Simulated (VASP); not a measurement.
Input of a VASP 6.6.1 run:

run.py

```python
from ase.calculators.vasp import Vasp
from ase.optimize import BFGS
from ase.spacegroup import crystal

atoms = crystal(
    ['Ca'],
    basis=[[0.5, 0.0, 0.5]],
    spacegroup=2,
    setting=1,
    cellpar=[3.76855419, 3.80526719, 3.83402431, 109.71467317, 109.68814661, 108.23471581],
    primitive_cell=True,
)
calc = Vasp(
    directory='calc',
    xc='revtpss',
    pp='PBE',
    setups='recommended',
    prec='Accurate',
    encut=520,
    ediff=1e-06,
    ismear=-1,
    sigma=0.02,
    lreal=False,
    lasph=True,
    nelm=60,
    algo='Normal',
    isif=2,
    lwave=True,
    lcharg=False,
    lmixtau=True,
    kpts=[9, 9, 9],
    gamma=True,
)
atoms.calc = calc
opt = BFGS(atoms, trajectory='relax.traj')
converged = opt.run(fmax=0.02, steps=40)
print('converged:', converged)

print('energy (eV):', atoms.get_potential_energy())
print('free energy (eV):', atoms.get_potential_energy(force_consistent=True))
print('forces (eV/A):')
print(atoms.get_forces())
print('stress (eV/A^3, Voigt):', atoms.get_stress())
print('Fermi level (eV):', calc.get_fermi_level())
print('cell (A, degrees):', atoms.cell.cellpar())
print('volume (A^3):', atoms.get_volume())
print('scaled positions:')
print(atoms.get_scaled_positions())
```

Potentials or basis: VASP PAW PBE potentials, release 64 (Ca_sv).

Launch:

```bash
$ python run.py
```

(1) Predict the band gap on the k mesh.

## Answers

(1) none (metal or under the smearing width).

Caveat: the relaxation stopped at its first step, so nothing moved; the PAW data sets were made with another functional, which shifts forces and pressure a little.
